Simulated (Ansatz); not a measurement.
The system is FeO (Wuestite).

```xyz
2
Lattice="0.0000 2.1554 2.1554 2.1554 0.0000 2.1554 2.1554 2.1554 0.0000" Properties=species:S:1:pos:R:3 pbc="T T T"
Fe    0.0000    0.0000    0.0000
O     2.1554    2.1554    2.1554
```

Base run:

| Property | Result |
| --- | --- |
| Program | Ansatz 0.2.0 |
| Functional | PBE |
| Potentials or basis | Ansatz PAW |
| Cutoff | 420 eV (not typed: the program's choice for these potentials) |
| k mesh | 9 × 9 × 9 |
| Occupations | fermi-dirac, width 0.05 eV |
| Spin | collinear spin, ferromagnetic start |
| Starting moments | [1.5, 0.0] μB |
| Fixed moment | 1.5 μB |

Its results: pressure -21.7 GPa; site moments Fe +1.44; O -0.04 μB.

Question: After a change of settings the same cell gave: pressure -11.0 GPa; site moments Fe +2.73; O +0.09 μB. Which change was it?
A. fixed moment from 1.5 μB to 2.2 μB; moments at the start from [1.5, 0.0] to [2.2, 0.0]
B. fixed moment from 1.5 μB to 3.8 μB; moments at the start from [1.5, 0.0] to [3.8, 0.0]
C. fixed moment from 1.5 μB to 3 μB; moments at the start from [1.5, 0.0] to [3.0, 0.0]
D. fixed moment from 1.5 μB to 0.8 μB; moments at the start from [1.5, 0.0] to [0.8, 0.0]

Answer: C.

Caveats: the total moment is fixed, so each spin has its own Fermi level; a cell with one magnetic atom can't hold antiferromagnetic order, which such compounds often take; the thresholds are loose for stress.
